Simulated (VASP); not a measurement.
# InSe (C2/m) in VASP: settings compared

Aim: see how the results for InSe move with the level of theory and the settings. Levels: PBE, LDA. Tasks: relaxation of cell and atoms.

All numbers are computed with VASP 6.6.1; they aren't measurements. Logs are shortened: lines on timing, memory, paths and dates and some standing lists are left out, and cuts for length are marked.

## (1) The crystal as given

It takes space group C2/m (No. 12, monoclinic). The conventional cell has a = 11.653 Å, b = 4.109 Å, c = 5.073 Å, α = 90.00°, β = 109.86°, γ = 90.00°. In (site symmetry m) is surrounded by 3 Se at 2.68 to 2.69 Å and 1 In at 2.80 Å. Se (site symmetry m) is surrounded by 3 In at 2.68 to 2.69 Å.

The cell comes from a database or a generator and needn't be the stable form of this composition.

## (2) Relaxation of cell and atoms, PBE

Contents of INCAR:

```
SYSTEM = InSe
PREC = Accurate
ENCUT = 600
EDIFF = 1E-7
ISMEAR = -1
SIGMA = 0.05
LREAL = .False.
LASPH = .True.
NELM = 100
ALGO = Normal
ISIF = 3
LWAVE = .False.
LCHARG = .False.
GGA = PE
IBRION = 2
NSW = 60
EDIFFG = -0.005
```

Contents of KPOINTS:

```
Automatic mesh
0
Gamma
  5 5 5
  0 0 0
```

Contents of POSCAR:

```
InSe
1.0
    5.8263928781     -2.0546489550      0.0000000000
    5.8263928781      2.0546489550      0.0000000000
   -1.7232330140      0.0000000000      4.7713478577
In Se
2 2
Direct
    0.8882032500      0.8882032500      0.0468413600
    0.1117967500      0.1117967500      0.9531586400
    0.6609275900      0.6609275900      0.6689556200
    0.3390724100      0.3390724100      0.3310443800
```

Potentials or basis: VASP PAW PBE potentials, release 64 (In_d, Se).

On the command line:

```bash
> cat potpaw_PBE.64/In_d/POTCAR potpaw_PBE.64/Se/POTCAR > POTCAR
> mpirun -np 1 vasp_std > vasp.out
```

OUTCAR:

```text
SYSTEM = InSe
   PREC = Accurate
   ENCUT = 600
   EDIFF = 1E-7
   ISMEAR = -1
   LREAL = .False.
   LASPH = .True.
   NELM = 100
   ISIF = 3
   GGA = PE
   IBRION = 2
   NSW = 60
   EDIFFG = -0.005

 ion  position               nearest neighbor table
   1  0.888  0.888  0.047-   4 2.68   4 2.68   3 2.69   2 2.80   2 3.71   2 3.71
   2  0.112  0.112  0.953-   3 2.68   3 2.68   4 2.69   1 2.80   1 3.71   1 3.71
   3  0.661  0.661  0.669-   2 2.68   2 2.68   1 2.69
   4  0.339  0.339  0.331-   1 2.68   1 2.68   2 2.69

  LATTYP: Found a base centered monoclinic cell.
 ALAT       =    11.6527857562
 B/A-ratio  =     0.3526451096
 C/A-ratio  =     0.4353462338
 COS(beta)  =    -0.3396874117

  Lattice vectors:

 A1 = (   5.8263928781,  -2.0546489550,   0.0000000000)
 A2 = (   5.8263928781,   2.0546489550,   0.0000000000)
 A3 = (  -1.7232330140,   0.0000000000,   4.7713478577)

Analysis of symmetry for initial positions (statically):
=====================================================================
 Subroutine PRICEL returns:
 Original cell was already a primitive cell.

 Routine SETGRP: Setting up the symmetry group for a
 base centered monoclinic supercell.

 Subroutine GETGRP returns: Found  4 space group operations
 (whereof  4 operations were pure point group operations)
 out of a pool of  4 trial point group operations.

The static configuration has the point symmetry C_2h.

Analysis of symmetry for dynamics (positions and initial velocities):
=====================================================================
 Subroutine PRICEL returns:
 Original cell was already a primitive cell.

 Routine SETGRP: Setting up the symmetry group for a
 base centered monoclinic supercell.

 Subroutine GETGRP returns: Found  4 space group operations
 (whereof  4 operations were pure point group operations)
 out of a pool of  4 trial point group operations.

The dynamic configuration has the point symmetry C_2h.

 Subroutine INISYM returns: Found  4 space group operations
 (whereof  4 operations are pure point group operations),
 and found     1 'primitive' translations

----------------------------------------------------------------------------------------

                                     Primitive cell

  volume of cell :     114.2374

  direct lattice vectors                    reciprocal lattice vectors
     5.826392878 -2.054648955  0.000000000     0.085816389 -0.243350573  0.030993681
     5.826392878  2.054648955  0.000000000     0.085816389  0.243350573  0.030993681
    -1.723233014  0.000000000  4.771347858     0.000000000  0.000000000  0.209584384

  length of vectors
     6.178060885  6.178060885  5.072996393     0.259893367  0.259893367  0.209584384

  position of ions in fractional coordinates (direct lattice)
     0.888203250  0.888203250  0.046841360
     0.111796750  0.111796750  0.953158640
     0.660927590  0.660927590  0.668955620
     0.339072410  0.339072410  0.331044380

  ion indices of the primitive-cell ions
   primitive index   ion index
                 1           1
                 2           2
                 3           3
                 4           4

----------------------------------------------------------------------------------------

 KPOINTS: Automatic mesh

Automatic generation of k-mesh.
 Grid dimensions read from file:
 generate k-points for:    5    5    5

 Generating k-lattice:

  Cartesian coordinates                     Fractional coordinates (reciprocal lattice)
     0.017163278 -0.048670115  0.006198736     0.200000000  0.000000000  0.000000000
     0.017163278  0.048670115  0.006198736     0.000000000  0.200000000  0.000000000
     0.000000000  0.000000000  0.041916877     0.000000000  0.000000000  0.200000000

  Length of vectors
     0.051978673  0.051978673  0.041916877

  Shift w.r.t. Gamma in fractional coordinates (k-lattice)
     0.000000000  0.000000000  0.000000000

 Subroutine IBZKPT returns following result:
 ===========================================

 Found     39 irreducible k-points:

[... 40 lines left out ...]
 non-spin polarized calculation
  energy-cutoff  :      600.00
  volume of cell :      114.24
 maximum number of plane-waves:      3829
 NGX is ok and might be reduce to    50
   NGX = 25   NGY = 25   NGZ = 21

--------------------------------------- Ionic step        1  -------------------------------------------

 number of electron      38.0000000 magnetization

 Free energy of the ion-electron system (eV)
  ---------------------------------------------------
  ext. energy  EPLUGINS =         0.00000000
  ---------------------------------------------------
  free energy    TOTEN  =       -14.05302417 eV

  energy without entropy =      -14.05302392  energy(sigma->0) =      -14.05302405

------------------------ aborting loop because EDIFF is reached ----------------------------------------

  FORCE on cell =-STRESS in cart. coord.  units (eV):
  Direction    XX          YY          ZZ          XY          YZ          ZX
  --------------------------------------------------------------------------------------
  -------------------------------------------------------------------------------------
  Total        1.0611422      1.2094013      1.0846542      0.0000000      0.0000000      0.0449571
  in kB       14.8824935     16.9618240     15.2122489      0.0000000      0.0000000      0.6305217
  external PRESSURE =      15.6855221 kB  Pullay stress =       0.0000000 kB
[... 95 lines left out ...]
  FREE ENERGIE OF THE ION-ELECTRON SYSTEM (eV)
  ---------------------------------------------------
  free  energy   TOTEN  =       -14.0697921096 eV

  energy  without entropy=      -14.0697915990  energy(sigma->0) =      -14.06979185

[... ionic steps 4 to 35 ...]

--------------------------------------- Ionic step       36  -------------------------------------------

 number of electron      38.0000008 magnetization

------------------------ aborting loop because EDIFF is reached ----------------------------------------

  FORCE on cell =-STRESS in cart. coord.  units (eV):
  Direction    XX          YY          ZZ          XY          YZ          ZX
  --------------------------------------------------------------------------------------
  -------------------------------------------------------------------------------------
  Total       -0.0432206     -0.0268869     -0.0061161      0.0000000      0.0000000     -0.0024858
  in kB       -0.5430358     -0.3378143     -0.0768444      0.0000000      0.0000000     -0.0312323
  external PRESSURE =      -0.3192315 kB  Pullay stress =       0.0000000 kB
[... 61 lines left out ...]
  energy  without entropy=      -14.0789464977  energy(sigma->0) =      -14.07894678

--------------------------------------- Ionic step       38  -------------------------------------------

 number of electron      38.0000008 magnetization

 Free energy of the ion-electron system (eV)
  ---------------------------------------------------
  ext. energy  EPLUGINS =         0.00000000
  ---------------------------------------------------
  free energy    TOTEN  =       -14.07895377 eV

  energy without entropy =      -14.07895321  energy(sigma->0) =      -14.07895349

 E-fermi :   3.6129     XC(G=0):  -8.4851

 val. band max:        3.0500277148   @ k =  -0.4000  -0.4000   0.2000
 cond. band min:       4.1801816182   @ k =  -0.4000  -0.4000   0.2000
 fundamental gap:      1.1301539034
 Fermi energy:         3.6128973322

 k-point     1 :       0.0000    0.0000    0.0000
  band No.  band energies     occupation
      1     -11.4554      2.00000
      2     -11.3560      2.00000
      3     -11.1938      2.00000
      4     -11.1559      2.00000
      5     -11.1236      2.00000
      6     -11.1220      2.00000
[... 613 lines left out ...]
     22       6.2970      0.00000
     23       7.5048      0.00000

 [... further k-points ...]

------------------------ aborting loop because EDIFF is reached ----------------------------------------

  FORCE on cell =-STRESS in cart. coord.  units (eV):
  Direction    XX          YY          ZZ          XY          YZ          ZX
  --------------------------------------------------------------------------------------
  -------------------------------------------------------------------------------------
  Total        0.0059854     -0.0079118      0.0114192      0.0000000      0.0000000      0.0014720
  in kB        0.0752304     -0.0994435      0.1435270      0.0000000      0.0000000      0.0185017
  external PRESSURE =       0.0397713 kB  Pullay stress =       0.0000000 kB
[... 19 lines left out ...]
  FREE ENERGIE OF THE ION-ELECTRON SYSTEM (eV)
  ---------------------------------------------------
  free  energy   TOTEN  =       -14.0789537741 eV

  energy  without entropy=      -14.0789532144  energy(sigma->0) =      -14.07895349

 reached required accuracy - stopping structural energy minimisation
```

It took 67 min on 1 thread of Intel Xeon Platinum 8259CL at 2.50GHz (Skylake/Cascade Lake), shared host; peak memory 0.4 GiB.

Results:

```yaml
Free_energy: -14.0790 eV
Relaxed_volume: 31.87 Å³/atom
Relaxed_cell: a = 6.115 Å, b = 6.115 Å, c = 5.645 Å, α = 107.27°, β = 107.27°, γ = 39.52°
Space_group_after_relaxing_to_0.05_Å: C2/m (No. 12)
Energy_gained_by_relaxing: 6.5 meV/atom
Ionic_steps: 38
Pressure_after_relaxing: 0.0 GPa
Largest_force_after_relaxing: 0.005 eV/Å
Band_gap_on_the_k_mesh: 1.13 eV, direct
```

Forces in eV/Å, atoms in the order of the input:
```
In  -0.003  0.000 -0.004
In   0.003  0.000  0.004
Se   0.003  0.000 -0.002
Se  -0.003  0.000  0.002
```

The path:
```
step  energy change (eV)  largest force (eV/Å)  pressure (GPa)  volume (Å³)
   1              0.0000                0.2475            1.57       114.24
   2             -0.0126                0.2100           -0.66       118.92
   3             -0.0168                0.1200            0.05       117.31
   4             -0.0179                0.0519            0.03       117.58
   5             -0.0183                0.0253            0.00       117.89
   6             -0.0189                0.0245            0.00       118.07
   7             -0.0192                0.0519            0.00       118.31
   8             -0.0196                0.0388            0.04       118.41
   9             -0.0202                0.0224            0.17       118.63
  10             -0.0198                0.0562            0.42       119.05
  11             -0.0203                0.0282            0.24       118.76
  12             -0.0205                0.0276            0.23       118.87
  13             -0.0209                0.0280            0.19       119.18
  14             -0.0217                0.0349            0.11       119.81
  15             -0.0225                0.0601           -0.03       121.07
  16             -0.0220                0.1170           -0.28       123.59
  17             -0.0227                0.0772           -0.11       121.89
  18             -0.0232                0.0411           -0.04       122.28
  19             -0.0235                0.0330            0.04       122.75
  20             -0.0239                0.0304            0.03       123.11
  21             -0.0246                0.0264            0.02       123.94
  22             -0.0250                0.0488            0.03       125.57
  23             -0.0252                0.0454           -0.08       126.50
  24             -0.0252                0.0314           -0.05       126.15
  25             -0.0255                0.0153            0.05       126.20
  26             -0.0255                0.0163            0.07       126.21
  27             -0.0256                0.0168            0.00       126.67
  28             -0.0256                0.0165            0.00       126.66
  29             -0.0257                0.0134            0.00       126.77
  30             -0.0258                0.0142            0.01       126.98
  31             -0.0258                0.0400            0.03       127.39
  32             -0.0258                0.0227            0.02       127.12
  33             -0.0258                0.0187            0.01       127.19
  34             -0.0259                0.0089           -0.02       127.41
  35             -0.0258                0.0209           -0.07       127.84
  36             -0.0259                0.0077           -0.03       127.52
  37             -0.0259                0.0062           -0.02       127.50
  38             -0.0259                0.0049            0.00       127.47
```

Final structure:
```
CELL_PARAMETERS angstrom
5.75472 -2.06738 -0.04183
5.75472 2.06738 -0.04183
-1.74163 0.00000 5.36986
ATOMIC_POSITIONS crystal
In 0.88803 0.88803 0.05329
In 0.11197 0.11197 0.94671
Se 0.66580 0.66580 0.69269
Se 0.33420 0.33420 0.30731
```

Caveat: spin-orbit coupling is left out, which moves the levels of the heavy elements; an odd mesh through Γ misses points on the zone boundary, where band edges often lie.

## (3) Relaxation of cell and atoms, LDA

Contents of INCAR:

```
PREC = Accurate
ENCUT = 600
EDIFF = 1E-7
ISMEAR = 0
SIGMA = 0.02
LREAL = F
LASPH = T
NELM = 80
ALGO = Fast
ISIF = 3
LWAVE = F
LCHARG = F
IBRION = 2
NSW = 60
EDIFFG = -0.02
KPAR = 2
```

Contents of KPOINTS:

```
regular mesh
0
Gamma
  6 6 6
```

POSCAR is that of step 2.

Potentials or basis: VASP PAW LDA potentials, release 64 (In_d, Se).

On the command line:

```bash
> cat potpaw_LDA.64/In_d/POTCAR potpaw_LDA.64/Se/POTCAR > POTCAR
> mpirun -np 2 vasp_std > vasp.out
```

Run time: 51 min. Hardware: 2 MPI ranks of Intel Xeon 6975P-C (Granite Rapids), shared host; peak memory 0.39 GiB.

The run converged. Its results:

| Item | Value |
| --- | --- |
| Free energy | -16.6555 eV |
| Relaxed volume | 24.73 Å³/atom |
| Relaxed cell | a = 6.194 Å, b = 6.194 Å, c = 4.423 Å, α = 109.45°, β = 109.45°, γ = 38.52° |
| Space group after relaxing (to 0.05 Å) | C2/m (No. 12) |
| Energy gained by relaxing | 31.1 meV/atom |
| Ionic steps | 42 |
| Pressure after relaxing | 0.0 GPa |
| Largest force after relaxing | 0.018 eV/Å |
| Band gap on the k mesh | 0.64 eV, indirect (least direct gap 0.97 eV) |

Forces in eV/Å, atoms in the order of the input:
```
In   0.003  0.000 -0.011
In  -0.003  0.000  0.011
Se   0.018  0.000 -0.001
Se  -0.018  0.000  0.001
```

Stress tensor (GPa, compression positive):
```
 0.00  0.00 -0.06
 0.00  0.06  0.00
-0.06  0.00 -0.04
```

Step by step:
```
step  energy change (eV)  largest force (eV/Å)  pressure (GPa)  volume (Å³)
   1              0.0000                0.0693           -2.64       114.24
   3             -0.0481                0.3239           -0.04       108.86
   5             -0.0604                0.2270           -0.01       107.11
   7             -0.0831                0.1499           -0.12       104.98
   9             -0.1029                0.1033            0.30       100.78
  11             -0.1123                0.0659           -0.17       100.63
  13             -0.1150                0.0919           -0.03       100.14
  15             -0.1161                0.0754            0.10        99.95
  17             -0.1173                0.0907            0.06       100.01
  19             -0.1184                0.0576           -0.48       100.72
  21             -0.1192                0.0477           -0.27       100.40
  23             -0.1195                0.0735            0.20        99.44
  25             -0.1213                0.0443            0.04        99.77
  27             -0.1215                0.1254            0.32        98.96
  29             -0.1231                0.0508            0.10        99.43
  31             -0.1233                0.0358           -0.37        99.72
  33             -0.1240                0.0261            0.00        99.39
  35             -0.1241                0.0294           -0.05        99.31
  37             -0.1241                0.0337           -0.04        99.23
  39             -0.1243                0.0293           -0.04        99.14
  41             -0.1244                0.0204            0.07        98.89
  42             -0.1245                0.0180            0.01        98.91
```

Final structure:
```cif
data_structure
_symmetry_space_group_name_H-M 'P 1'
_symmetry_Int_Tables_number 1
_cell_length_a 6.1942
_cell_length_b 6.1942
_cell_length_c 4.4231
_cell_angle_alpha 109.445
_cell_angle_beta 109.445
_cell_angle_gamma 38.525
_cell_volume 98.91
loop_
_atom_site_label
_atom_site_type_symbol
_atom_site_fract_x
_atom_site_fract_y
_atom_site_fract_z
_atom_site_occupancy
In1 In 0.88479 0.88479 0.01842 1
In2 In 0.11521 0.11521 0.98158 1
Se1 Se 0.65227 0.65227 0.63274 1
Se2 Se 0.34773 0.34773 0.36726 1
```

Levels at points of the mesh, in eV from the valence-band top:
```tsv
k point	band 16	band 17	band 18	band 19	band 20	band 21	band 22	band 23
(0.00, 0.00, 0.00)	-2.79	-2.55	-2.00	-1.71	2.56	3.42	3.98	5.01
(0.50, 0.00, 0.00)	-2.14	-1.67	-1.65	-1.03	1.50	2.51	3.07	3.32
(0.50, 0.50, 0.00)	-2.70	-1.31	-1.03	-0.56	0.89	2.41	2.69	4.62
(0.00, 0.00, 0.50)	-1.95	-1.92	-1.32	-0.23	0.74	2.43	3.17	3.30
(0.50, 0.00, 0.50)	-3.70	-2.96	-2.68	-2.15	1.95	3.04	4.28	4.44
(0.50, 0.50, 0.50)	-1.68	-1.67	-1.40	-0.34	1.85	2.91	3.05	3.64
```

Caveat: spin-orbit coupling is left out, which moves the levels of the heavy elements.

## (4) The reference run

An earlier run on the cell as given: functional PBE; potentials or basis VASP PAW PBE potentials, release 64 (In_d, Se); cutoff 520 eV; k mesh 7 × 7 × 6; occupations fermi-dirac, width 0.05 eV; no spin polarisation.

- Pressure: 1.5 GPa
- Largest force: 0.252 eV/Å
- Band gap on the k mesh: 1.14 eV, indirect (least direct gap 1.22 eV)

## (5) Overview

| task | level | potentials or basis | cell | k mesh | cutoff (eV) | smearing | ladder | gap on the mesh (eV) | pressure (GPa) | relaxed volume (Å³/atom) | largest force (eV/Å) |
| --- | --- | --- | --- | --- | --- | --- | --- | --- | --- | --- | --- |
| relaxation of cell and atoms | PBE | VASP PAW PBE potentials, release 64 (In_d, Se) | relaxed | 5 × 5 × 5 | 600 | fermi-dirac 0.05 eV | - | 1.13 | 0.0 | 31.87 | - |
| relaxation of cell and atoms | LDA | VASP PAW LDA potentials, release 64 (In_d, Se) | relaxed | 6 × 6 × 6 | 600 | gaussian 0.02 eV | gaps | 0.64 | 0.0 | 24.73 | 0.02 |
| single point | PBE | VASP PAW PBE potentials, release 64 (In_d, Se) | as given | 7 × 7 × 6 | 520 | fermi-dirac 0.05 eV | - | 1.14 | 1.5 | - | 0.25 |

Alike in all rows: no spin polarisation.

Caveats: spin-orbit coupling is left out, which moves the levels of the heavy elements; an odd mesh through Γ misses points on the zone boundary, where band edges often lie (some runs).

Absolute energies hang on the potentials; compare differences alone.
